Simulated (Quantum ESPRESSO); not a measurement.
A run of Quantum ESPRESSO 7.5 is set up as follows.

The input pw.in:

```
&CONTROL
  calculation = 'scf'
  prefix = 'pwscf'
  outdir = './tmp'
  pseudo_dir = './pseudo'
  tprnfor = .true.
  tstress = .true.
  disk_io = 'nowf'
/
&SYSTEM
  ibrav = 0
  nat = 1
  ntyp = 1
  ecutwfc = 55
  ecutrho = 440
  nbnd = 18
  occupations = 'smearing'
  smearing = 'fd'
  degauss = 0.00367493
  nspin = 2
  starting_magnetization(1) = 0.1176
/
&ELECTRONS
  conv_thr = 2d-10
  electron_maxstep = 120
  mixing_beta = 0.3
/
ATOMIC_SPECIES
Co    58.9332 Co_pbe_v1.2.uspp.F.UPF
CELL_PARAMETERS angstrom
  -1.4023200000    1.4023200000    1.4023200000
   1.4023200000   -1.4023200000    1.4023200000
   1.4023200000    1.4023200000   -1.4023200000
ATOMIC_POSITIONS crystal
Co     0.0000000000    0.0000000000    0.0000000000
K_POINTS automatic
13 13 13 0 0 0
```

Potentials or basis: SSSP 1.3 efficiency PBE.

Launch:

```sh
$ OMP_NUM_THREADS=1 pw.x -in pw.in > pw.out
```

Q: Predict the pressure.

A: 0.4 GPa.

Q: Estimate the band gap on the k mesh.

A: None (metal or under the smearing width).

Q: Estimate the site moments.

A: Co +1.82 μB.

Q: Predict the net moment.

A: 1.74 μB per cell.
